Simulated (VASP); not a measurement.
# SnSe2 (P-3m1) in VASP: single point with PBE

Aim: the single point of SnSe2 with PBE.

All numbers are computed with VASP 6.6.1; they aren't measurements. Logs are shortened: lines on timing, memory, paths and dates and some standing lists are left out, and cuts for length are marked.

## Step 1: Starting point

It takes space group P-3m1 (No. 164, trigonal). Conventional cell: a = 3.811 Å, b = 3.811 Å, c = 6.137 Å, α = 90.00°, β = 90.00°, γ = 120.00°. Sn (site symmetry -3m) has 6 Se at 2.68 Å as nearest neighbours. Around Se (site symmetry 3m) lie 3 Sn at 2.68 Å.

## Step 2: Single point, PBE

INCAR reads:

```
SYSTEM = SnSe2
ALGO = Normal
EDIFF = 1E-6
ENCUT = 520
GGA = PE
ISIF = 2
ISMEAR = -1
LASPH = .True.
LCHARG = .False.
LREAL = .False.
LWAVE = .False.
NBANDS = 20
NELM = 100
PREC = Accurate
SIGMA = 0.03
```

KPOINTS reads:

```
k-points
0
Gamma
  7 7 4
  0 0 0
```

POSCAR reads:

```
SnSe2
1.0
    3.8109987816      0.0000000000      0.0000000000
   -1.9054993908      3.3004217586      0.0000000000
    0.0000000000      0.0000000000      6.1370000000
Sn Se
1 2
Direct
    0.0000000000      0.0000000000      0.0000000000
    0.3333333333      0.6666666667      0.2500000000
    0.6666666667      0.3333333333      0.7500000000
```

Potentials or basis: VASP PAW PBE potentials, release 64 (Sn_d, Se).

On the command line:

```
> cat potpaw_PBE.64/Sn_d/POTCAR potpaw_PBE.64/Se/POTCAR > POTCAR
> mpirun -np 1 vasp_std > vasp.out
```

OUTCAR:

```text
SYSTEM = SnSe2
   EDIFF = 1E-6
   ENCUT = 520
   GGA = PE
   ISIF = 2
   ISMEAR = -1
   LASPH = .True.
   LREAL = .False.
   NELM = 100
   PREC = Accurate

 ion  position               nearest neighbor table
   1  0.000  0.000  0.000-   2 2.68   3 2.68   2 2.68   3 2.68   3 2.68   2 2.68
   2  0.333  0.667  0.250-   1 2.68   1 2.68   1 2.68
   3  0.667  0.333  0.750-   1 2.68   1 2.68   1 2.68

  LATTYP: Found a hexagonal cell.
 ALAT       =     3.8109987816
 C/A-ratio  =     1.6103390087

  Lattice vectors:

 A1 = (   3.8109987816,   0.0000000000,   0.0000000000)
 A2 = (  -1.9054993908,   3.3004217586,   0.0000000000)
 A3 = (   0.0000000000,   0.0000000000,   6.1370000000)

Analysis of symmetry for initial positions (statically):
=====================================================================
 Subroutine PRICEL returns:
 Original cell was already a primitive cell.

 Routine SETGRP: Setting up the symmetry group for a
 hexagonal supercell.

 Subroutine GETGRP returns: Found 12 space group operations
 (whereof 12 operations were pure point group operations)
 out of a pool of 24 trial point group operations.

The static configuration has the point symmetry D_3d.

Analysis of symmetry for dynamics (positions and initial velocities):
=====================================================================
 Subroutine PRICEL returns:
 Original cell was already a primitive cell.

 Routine SETGRP: Setting up the symmetry group for a
 hexagonal supercell.

 Subroutine GETGRP returns: Found 12 space group operations
 (whereof 12 operations were pure point group operations)
 out of a pool of 24 trial point group operations.

The dynamic configuration has the point symmetry D_3d.

 Subroutine INISYM returns: Found 12 space group operations
 (whereof 12 operations are pure point group operations),
 and found     1 'primitive' translations

----------------------------------------------------------------------------------------

                                     Primitive cell

  volume of cell :      77.1906

  direct lattice vectors                    reciprocal lattice vectors
     3.810998782  0.000000000  0.000000000     0.262398405  0.151495789  0.000000000
    -1.905499391  3.300421759  0.000000000     0.000000000  0.302991579  0.000000000
     0.000000000  0.000000000  6.137000000     0.000000000  0.000000000  0.162946065

  length of vectors
[... 74 lines left out ...]
 SYSTEM =  SnSe2
   PREC   = accura    normal or accurate (medium, high low for compatibility)
   ISTART =      0    job   : 0-new  1-cont  2-samecut
   ICHARG =      2    charge: 1-file 2-atom 10-const
   ISPIN  =      1    spin polarized calculation?
   LNONCOLLINEAR =      F non collinear calculations
   LSORBIT =      F    spin-orbit coupling
   LASPH  =      T    aspherical Exc in radial PAW
   ENCUT  =  520.0 eV  38.22 Ry    6.18 a.u.   7.09  7.09 11.41*2*pi/ulx,y,z
   NELM   =    100;   NELMIN=  2; NELMDL= -5     # of ELM steps
   EDIFF  = 0.1E-05   stopping-criterion for ELM
   LREAL  =      F    real-space projection
[... 7 lines left out ...]
   TEBEG  =    0.0;   TEEND  =   0.0 temperature during run
   PSTRESS=    0.0 pullay stress
   NELECT =      26.0000    total number of electrons
   NUPDOWN=      -1.0000    fix difference up-down
   EMIN   =  10.00;   EMAX   =-10.00  energy-range for DOS
   EFERMI =   0.00;   METHOD = LEGACY
   ISMEAR =    -1;   SIGMA  =   0.03  broadening in eV -4-tet -1-fermi 0-gaus
   EFERMI_NEDOS =   21; number of points for ismear=-14 and -15
   IALGO  =     38    algorithm
   IMIX   =      4    mixing-type and parameters
     AMIX     =   0.40;   BMIX     =  1.00
     AMIX_MAG =   1.60;   BMIX_MAG =  1.00
  volume/ion in A,a.u.               =      25.73       173.64
  Fermi-wavevector in a.u.,A,eV,Ry     =   1.139054  2.152501 17.652812  1.297445
  Thomas-Fermi vector in A             =   2.275758
   LORBIT       =      0    0 simple, 1 ext, 2 COOP (PROOUT), +10 PAW based schemes
   GGA     = PE    functional components
   LHFCALC =     F    Hartree Fock is set to
   AEXX    =    0.0000 exact exchange contribution
   IVDW    =     0    specifies the selected vdW correction
   LEPSILON=     F    determine dielectric tensor
   LRPA    =     F    only Hartree local field effects (RPA)
 non-spin polarized calculation
  energy-cutoff  :      520.00
  volume of cell :       77.19
 maximum number of plane-waves:      2095
   NGX = 15   NGY = 15   NGZ = 23

 number of electron      26.0000006 magnetization

 Free energy of the ion-electron system (eV)
  ---------------------------------------------------
  ext. energy  EPLUGINS =         0.00000000
  ---------------------------------------------------
  free energy    TOTEN  =       -11.75368384 eV

  energy without entropy =      -11.75368374  energy(sigma->0) =      -11.75368379

 E-fermi :   4.5677     XC(G=0):  -9.4588

 val. band max:        4.1594978996   @ k =   0.0000   0.0000   0.0000
 cond. band min:       4.9648824108   @ k =   0.0000   0.4286   0.2500
 fundamental gap:      0.8053845112
 Fermi energy:         4.5677461516

 k-point     1 :       0.0000    0.0000    0.0000
  band No.  band energies     occupation
      1     -17.0944      2.00000
      2     -17.0944      2.00000
      3     -17.0559      2.00000
      4     -17.0411      2.00000
      5     -17.0411      2.00000
      6      -9.8095      2.00000
[... 541 lines left out ...]
     19      14.0630      0.00000
     20      14.8680      0.00000

 [... further k-points ...]

------------------------ aborting loop because EDIFF is reached ----------------------------------------

  FORCE on cell =-STRESS in cart. coord.  units (eV):
  Direction    XX          YY          ZZ          XY          YZ          ZX
  --------------------------------------------------------------------------------------
  -------------------------------------------------------------------------------------
  Total        2.3813265      2.3813265      3.0019721      0.0000000      0.0000000     -0.0000000
  in kB       49.4271028     49.4271028     62.3092976      0.0000000      0.0000000     -0.0000000
  external PRESSURE =      53.7211678 kB  Pullay stress =       0.0000000 kB

 VOLUME and BASIS-vectors are now :
 -----------------------------------------------------------------------------
  energy-cutoff  :      520.00
  volume of cell :       77.19
      direct lattice vectors                 reciprocal lattice vectors
     3.810998782  0.000000000  0.000000000     0.262398405  0.151495789  0.000000000
    -1.905499391  3.300421759  0.000000000     0.000000000  0.302991579  0.000000000
     0.000000000  0.000000000  6.137000000     0.000000000  0.000000000  0.162946065

 POSITION                                       TOTAL-FORCE (eV/Angst)
 -----------------------------------------------------------------------------------
      0.00000      0.00000      0.00000         0.000000      0.000000      0.000000
     -0.00000      2.20028      1.53425        -0.000000      0.000000      0.732644
      1.90550      1.10014      4.60275         0.000000     -0.000000     -0.732644
 -----------------------------------------------------------------------------------
    total drift:                               -0.000000     -0.000000     -0.000000

  FREE ENERGIE OF THE ION-ELECTRON SYSTEM (eV)
  ---------------------------------------------------
  free  energy   TOTEN  =       -11.7536838403 eV

  energy  without entropy=      -11.7536837428  energy(sigma->0) =      -11.75368379
```

Wall time 14 s (1 thread of Intel Xeon 6975P-C (Granite Rapids), shared host); peak memory 0.2 GiB.

What came out:

- Free energy: -11.7537 eV
- Pressure: 5.4 GPa
- Largest force: 0.733 eV/Å
- Band gap on the k mesh: 0.81 eV, indirect (least direct gap 1.09 eV)

Forces on the atoms (eV/Å):
```
Sn   0.000  0.000  0.000
Se   0.000  0.000  0.733
Se   0.000  0.000 -0.733
```

Caveat: spin-orbit coupling is left out, which moves the levels of the heavy elements; an odd mesh through Γ misses points on the zone boundary, where band edges often lie; the cell's inner coordinates are idealised or old, which leaves forces on the atoms; this functional lacks dispersion, which binds the layers, so the pressure and a relaxed spacing across them are unreliable.
